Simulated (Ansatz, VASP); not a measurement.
# InSe in two plane-wave programs, part 2 of 2

One calculation is typed for both programs; each brings its own data sets. How far apart do they land? The cell is taken from a series of runs on this material, whose earlier steps may have relaxed, scaled, displaced or heated it; both programs get it as it stands.

VASP 6.6.1 and Ansatz 0.2.0.

So far: The structure; Ansatz: single point, PBEsol, spin-orbit coupling.

### Step 3. VASP: single point, PBEsol, spin-orbit coupling

Level of this step: PBEsol, spin-orbit coupling; plane waves and PAW (In_d, Se) (VASP).

The same cell, functional, mesh and smearing now go to VASP, with its own data sets.

Lines of VASP's logs that name or quote its potential files are left out, and so is its time.

The input, INCAR:

```
SYSTEM = InSe
PREC = Accurate
ENCUT = 400
EDIFF = 1E-06
NELM = 200
ISMEAR = -1
SIGMA = 0.02
LREAL = .FALSE.
ALGO = Normal
GGA = PS
LNONCOLLINEAR = .TRUE.
MAGMOM = 0 0 0 0 0 0 0 0 0 0 0 0 0 0 0 0 0 0 0 0 0 0 0 0
NBANDS = 94
GGA_COMPAT = .FALSE.
LASPH = .TRUE.
LSORBIT = .TRUE.
LORBIT = 11
LWAVE = .FALSE.
LCHARG = .FALSE.
ISIF = 2
LDIPOL = .TRUE.
IDIPOL = 3
DIPOL = 0.5 0.5 0.5
LVHAR = .TRUE.
EFERMI = MIDGAP
NELMDL = -8
KPAR = 2
```

The input, POSCAR:

```
InSe
1.0
    3.9571502013      0.0000000000      0.0000000000
   -1.9785751006      3.4269926009      0.0000000000
    0.0000000000      0.0000000000     50.1000000000
In Se
4 4
Direct
    0.3333333333      0.6666666667      0.4467248690
    0.3333333333      0.6666666667      0.3917908252
    0.6666666667      0.3333333333      0.6082105793
    0.6666666667      0.3333333333      0.5532725180
    0.6666666667      0.3333333333      0.4724843680
    0.6666666667      0.3333333333      0.3659191446
    0.0000000000      0.0000000000      0.6340808554
    0.0000000000      0.0000000000      0.5274798219
```

The input, KPOINTS:

```
Automatic mesh
0
Gamma
6 6 1
0 0 0
```

The projector-augmented-wave data sets are In_d and Se (PBE family, release 64).

On the command line:

```sh
mpirun -np 2 vasp_ncl
```

Numbers of over 12 decimals in the logs are rounded to 6 here.

The log of the run:

```text
[banner, memory and clock lines left out]
running    2 mpi-ranks, on    1 nodes
 distrk:  each k-point on    1 cores,    2 groups
 distr:  one band on    1 cores,    1 groups

 POSCAR found type information on POSCAR InSe
 POSCAR found :  2 types and       8 ions
|                                                                             |
|               ----> ADVICE to this user running VASP <----                  |
|                                                                             |
|     You enforced a specific xc type in the INCAR file but a different       |
|     [... a line on the potential file left out ...]
|     I HOPE YOU KNOW WHAT YOU ARE DOING!                                     |
|                                                                             |

 LDA part: xc-table for (Slater+PW92), standard interpolation
|                                                                             |
|           W    W    AA    RRRRR   N    N  II  N    N   GGGG   !!!           |
|           W    W   A  A   R    R  NN   N  II  NN   N  G    G  !!!           |
|           W    W  A    A  R    R  N N  N  II  N N  N  G       !!!           |
|           W WW W  AAAAAA  RRRRR   N  N N  II  N  N N  G  GGG   !            |
|           WW  WW  A    A  R   R   N   NN  II  N   NN  G    G                |
|           W    W  A    A  R    R  N    N  II  N    N   GGGG   !!!           |
|                                                                             |
|     One of the lattice vectors is very long (>50 A), but AMIN is rather     |
|     large. This can spoil convergence since charge sloshing might occur     |
|     along the long lattice vector. If problems with convergence are         |
|     observed, try to decrease AMIN to a smaller value (e.g. 0.01).          |
|     Note: This warning only applies if the self-consistency cycle is        |
|     used.                                                                   |
|                                                                             |

 POSCAR, INCAR and KPOINTS ok, starting setup
 FFT: planning ... GRIDC
 FFT: planning ... GRID_SOFT
 FFT: planning ... GRID
 WAVECAR not read
 entering main loop
       N       E                     dE             d eps       ncg     rms          rms(c)
DAV:   1     0.631041812699E+03    0.63104E+03   -0.27401E+04  2336   0.110E+03
DAV:   2     0.479687436762E+02   -0.58307E+03   -0.57049E+03  2234   0.312E+02
DAV:   3    -0.287692587418E+02   -0.76738E+02   -0.75793E+02  2338   0.154E+02
DAV:   4    -0.321478603885E+02   -0.33786E+01   -0.33677E+01  2242   0.344E+01
DAV:   5    -0.322605057830E+02   -0.11265E+00   -0.11259E+00  2392   0.627E+00
DAV:   6    -0.322664635830E+02   -0.59578E-02   -0.59576E-02  3042   0.130E+00
DAV:   7    -0.322666248401E+02   -0.16126E-03   -0.16126E-03  2960   0.195E-01
DAV:   8    -0.322666320253E+02   -0.71852E-05   -0.71850E-05  2890   0.393E-02    0.960E+00
DAV:   9    -0.313946173382E+02    0.87201E+00   -0.14481E+00  2514   0.189E+01    0.600E+00
DAV:  10    -0.313332987591E+02    0.61319E-01   -0.10603E+00  2736   0.691E+00    0.176E+00
DAV:  11    -0.313264839063E+02    0.68149E-02   -0.10918E-01  2552   0.327E+00    0.109E+00
DAV:  12    -0.313230402323E+02    0.34437E-02   -0.22697E-02  2568   0.118E+00    0.660E-01
DAV:  13    -0.313229266335E+02    0.11360E-03   -0.60088E-03  2302   0.526E-01    0.197E-01
DAV:  14    -0.313229234327E+02    0.32008E-05   -0.58162E-04  2680   0.248E-01    0.952E-02
[...]
DAV:  23    -0.313231243638E+02   -0.10553E-04   -0.20483E-07  1432   0.475E-03    0.104E-03
DAV:  24    -0.313231383061E+02   -0.13942E-04   -0.26481E-07  1392   0.358E-03    0.732E-04
DAV:  25    -0.313231470911E+02   -0.87850E-05   -0.11439E-07  1378   0.298E-03    0.498E-04
DAV:  26    -0.313231519566E+02   -0.48655E-05   -0.44312E-08  1324   0.110E-03    0.472E-04
DAV:  27    -0.313231569029E+02   -0.49464E-05   -0.50036E-08  1310   0.161E-03    0.267E-04
DAV:  28    -0.313231582674E+02   -0.13644E-05   -0.37155E-08  1324   0.781E-04    0.127E-04
DAV:  29    -0.313231594724E+02   -0.12051E-05   -0.10785E-08  1246   0.692E-04    0.793E-05
DAV:  30    -0.313231600936E+02   -0.62115E-06   -0.40546E-09  1206   0.594E-04
   1 F= -.31323160E+02 E0= -.31323160E+02  d E =-.707409E-13  mag=     0.0000    -0.0000     0.0000
```

Parts of OUTCAR (step 3):

```text
ion  position               nearest neighbor table
   1  0.333  0.667  0.447-   5 2.62   5 2.62   5 2.62   2 2.75
   2  0.333  0.667  0.392-   6 2.63   6 2.63   6 2.63   1 2.75
   3  0.667  0.333  0.608-   7 2.63   7 2.63   7 2.63   4 2.75
   4  0.667  0.333  0.553-   8 2.62   8 2.62   8 2.62   3 2.75
   5  0.667  0.333  0.472-   1 2.62   1 2.62   1 2.62
   6  0.667  0.333  0.366-   2 2.63   2 2.63   2 2.63
   7  0.000  0.000  0.634-   3 2.63   3 2.63   3 2.63
   8  0.000  0.000  0.527-   4 2.62   4 2.62   4 2.62

  LATTYP: Found a hexagonal cell.
 ALAT       =     3.9571502013
 C/A-ratio  =    12.6606263223

 Subroutine GETGRP returns: Found  6 space group operations
 (whereof  6 operations were pure point group operations)

The static configuration has the point symmetry C_3v.

 Found     10 irreducible k-points:

   k-points           NKPTS =     10   k-points in BZ     NKDIM =     10   number of bands    NBANDS=     94

   dimension x,y,z NGX =    28 NGY =   28 NGZ =  336
   dimension x,y,z NGXF=    56 NGYF=   56 NGZF=  672

   ENCUT  =  400.0 eV  29.40 Ry    5.42 a.u.   6.45  6.45 81.70*2*pi/ulx,y,z

   NELECT =      76.0000    total number of electrons

 k-points in reciprocal lattice and weights: Automatic mesh
   0.00000000  0.00000000  0.00000000       0.028
   0.16666667 -0.00000000  0.00000000       0.083
  -0.16666667  0.00000000  0.00000000       0.083
   0.33333333 -0.00000000  0.00000000       0.083
  -0.33333333  0.00000000  0.00000000       0.083
   0.50000000 -0.00000000  0.00000000       0.083
   0.16666667  0.16666667  0.00000000       0.167
   0.33333333  0.16666667  0.00000000       0.167
  -0.33333333 -0.16666667  0.00000000       0.167
   0.33333333  0.33333333  0.00000000       0.056

 dipolmoment           0.000000      0.000000     -0.001003 electrons x Angstroem

 average (electrostatic) potential at core
       1-103.0432       2-103.0262       3-103.0436       4-103.0616       5 -60.0944
       6 -60.0160       7 -60.0311       8 -60.1066

 E-fermi :  -1.8815

 k-point     1 :       0.0000    0.0000    0.0000
  band No.  band energies     occupation
    ...
     72      -3.0371      1.00000
     73      -2.9645      1.00000
     74      -2.9645      1.00000
     75      -2.4908      1.00000
     76      -2.4908      1.00000
     77      -1.3071      0.00000
     78      -1.3071      0.00000
     79      -0.5135      0.00000
     80      -0.5135      0.00000
     81       0.0838      0.00000
    ...

 k-point     2 :       0.1667   -0.0000    0.0000
  band No.  band energies     occupation
    ...
     72      -3.3826      1.00000
     73      -3.0241      1.00000
     74      -3.0229      1.00000
     75      -2.4625      1.00000
     76      -2.4559      1.00000
     77      -0.2212      0.00000
     78      -0.2205      0.00000
     79       0.0355      0.00000
     80       0.0416      0.00000
     81       0.6843      0.00000
    ...

 k-point     3 :      -0.1667    0.0000    0.0000
  band No.  band energies     occupation
    ...
     72      -3.3826      1.00000
     73      -3.0241      1.00000
     74      -3.0229      1.00000
     75      -2.4625      1.00000
     76      -2.4559      1.00000
     77      -0.2212      0.00000
     78      -0.2205      0.00000
     79       0.0355      0.00000
     80       0.0416      0.00000
     81       0.6843      0.00000
    ...

  Total        2.0839919      2.0839919      1.5801874      0.0000000     -0.0000000      0.0000000
  in kB        4.9144302      4.9144302      3.7263679      0.0000000     -0.0000000      0.0000000
  external PRESSURE =       4.5184095 kB  Pullay stress =       0.0000000 kB

  energy-cutoff  :      400.00
  volume of cell :      679.41
      direct lattice vectors                 reciprocal lattice vectors
     3.957150201  0.000000000  0.000000000     0.252707112  0.145900519  0.000000000
    -1.978575101  3.426992601  0.000000000     0.000000000  0.291801039  0.000000000
     0.000000000  0.000000000 50.100000000     0.000000000  0.000000000  0.019960080

 POSITION                                       TOTAL-FORCE (eV/Angst)
 -----------------------------------------------------------------------------------
     -0.00000      2.28466     22.38092        -0.000000     -0.000000     -0.056985
     -0.00000      2.28466     19.62872        -0.000000     -0.000000     -0.028434
      1.97858      1.14233     30.47135         0.000000      0.000000      0.029006
      1.97858      1.14233     27.71895         0.000000     -0.000000      0.059988
      1.97858      1.14233     23.67147        -0.000000      0.000000      0.014047
      1.97858      1.14233     18.33255        -0.000000      0.000000     -0.082632
      0.00000      0.00000     31.76745         0.000000     -0.000000      0.082391
      0.00000      0.00000     26.42674         0.000000     -0.000000     -0.017381
 -----------------------------------------------------------------------------------
    total drift:                                0.000001     -0.000000     -0.000287

  FREE ENERGIE OF THE ION-ELECTRON SYSTEM (eV)
  ---------------------------------------------------
  free  energy   TOTEN  =       -31.3231600936 eV

  energy  without entropy=      -31.3231600936  energy(sigma->0) =      -31.32316009

 vacuum level on the upper side and lower side of the slab         3.152         3.165

 Spin-Orbit-Coupling matrix elements
 Ion:    1  E_soc:     -0.0720362
 Ion:    2  E_soc:     -0.0717955
 Ion:    3  E_soc:     -0.0717860
 Ion:    4  E_soc:     -0.0719593
 Ion:    5  E_soc:     -0.0410967
 Ion:    6  E_soc:     -0.0411359
 Ion:    7  E_soc:     -0.0410915
 Ion:    8  E_soc:     -0.0410493

 total charge
# of ion       s       p       d       tot
------------------------------------------
    1        0.859   0.702   9.888  11.449
    2        0.857   0.698   9.888  11.443
    3        0.857   0.698   9.888  11.442
    4        0.859   0.699   9.888  11.446
    5        1.477   2.332   0.027   3.835
    6        1.472   2.338   0.023   3.834
    7        1.472   2.338   0.023   3.834
    8        1.478   2.331   0.026   3.834
--------------------------------------------------
tot          9.330  12.136  39.651  61.118

 magnetization (x)
# of ion       s       p       d       tot
------------------------------------------
    1        0.000   0.000  -0.000   0.000
    2       -0.000   0.000  -0.000  -0.000
    3        0.000   0.000   0.000   0.000
    4        0.000   0.000  -0.000   0.000
    5       -0.000   0.000   0.000  -0.000
    6        0.000  -0.000   0.000  -0.000
    7       -0.000   0.000   0.000  -0.000
    8       -0.000   0.000   0.000  -0.000
--------------------------------------------------
tot         -0.000  -0.000  -0.000  -0.000

 magnetization (y)
# of ion       s       p       d       tot
------------------------------------------
    1        0.000   0.000   0.000   0.000
    2        0.000   0.000   0.000   0.000
    3        0.000   0.000   0.000   0.000
    4        0.000   0.000   0.000   0.000
    5        0.000   0.000   0.000   0.000
    6        0.000   0.000   0.000   0.000
    7        0.000   0.000   0.000   0.000
    8        0.000   0.000   0.000   0.000
--------------------------------------------------
tot          0.000   0.000   0.000   0.000

 magnetization (z)
# of ion       s       p       d       tot
------------------------------------------
    1        0.000  -0.000   0.000   0.000
    2        0.000   0.000   0.000   0.000
    3        0.000  -0.000   0.000  -0.000
    4        0.000  -0.000  -0.000  -0.000
    5        0.000   0.000   0.000   0.000
    6        0.000   0.000   0.000   0.000
    7       -0.000   0.000   0.000   0.000
    8        0.000   0.000   0.000   0.000
--------------------------------------------------
tot          0.000   0.000   0.000   0.000

[... 3 further parts left out ...]
```

### Step 4. Side by side

Known differences besides the potentials themselves: spin-orbit coupling enters by fully relativistic files in Ansatz and inside the spheres in VASP; Ansatz cuts the interaction across the vacuum, VASP repeats the sheet with a dipole correction; the data sets hold 116 valence electrons in Ansatz (on its PAW fully relativistic soft_1 files) and 76 in VASP; the cutoff is 420 eV in Ansatz and 400 eV in VASP; Ansatz makes its cores anew for this functional, VASP keeps those of its PBE data sets. Total energies have different zeros and are not compared.

The two programs side by side:

```tsv
quantity	Ansatz	VASP	difference
gap on the k mesh (eV)	1.160	1.149	+0.011
```

Forces (eV/Å; atoms numbered as in POSCAR):

```tsv
atom	Ansatz x, y, z	VASP x, y, z
In1	0.000, 0.000, -0.036	0.000, 0.000, -0.057
In2	0.000, 0.000, -0.047	0.000, 0.000, -0.028
In3	0.000, 0.000, 0.047	0.000, 0.000, 0.029
In4	0.000, 0.000, 0.039	0.000, 0.000, 0.060
Se5	0.000, 0.000, -0.009	0.000, 0.000, 0.014
Se6	0.000, 0.000, -0.059	0.000, 0.000, -0.083
Se7	0.000, 0.000, 0.059	0.000, 0.000, 0.082
Se8	0.000, 0.000, 0.006	0.000, 0.000, -0.017
```

The forces differ by 13 meV/Å r.m.s., which is 40.9 % of the r.m.s. force of 0.031 eV/Å (both taken over all components). A gap on the mesh is an upper bound, since the band edges may lie between its points. With vacuum in the cell, a pressure given here is an average over mostly empty space and none of the material.

### Step 5. Other set-ups

Further runs change the set-up of one program: Ansatz's method, potentials or start, or VASP's data sets, cutoff or form of LDA. The table gives Ansatz less VASP for each quantity, since a change that brings one quantity closer may part another.

```tsv
run	r.m.s. force difference (meV/Å)	gap on the k mesh (eV)
as above	13	0.011
VASP with the data sets In_sv_GW and Se and a cutoff of 520 eV	11	0.011
```

### Step 6. Results

| Item | Value |
| --- | --- |
| r.m.s. force difference (single point, PBEsol, spin-orbit coupling) | 13 meV/Å |

In words: The r.m.s. force difference is 13 meV/Å (single point, PBEsol, spin-orbit coupling), at about the 12 meV/Å picked in this series as the mark of a large difference. The data sets hold unlike numbers of valence electrons (116 in Ansatz and 76 in VASP), so part of the differences comes from the potentials. For single point, PBEsol, spin-orbit coupling, no further run moves any of the tabulated differences by more than a quarter of its size. How closely two codes agree says nothing of how well the functional describes the real material.

[Lines on the potential files, build, host, timing and source positions are cut from VASP's logs without a mark.]

[Logs are printed without paths, hosts, clocks, repeated set-up lines and the standing remarks that a program may print on its own settings, such as how far it seeks lower states.]

[Hosts, paths, dates, database ids (printed as entryN), source tags and the programs' standing remarks are cut or masked in the printed files.]
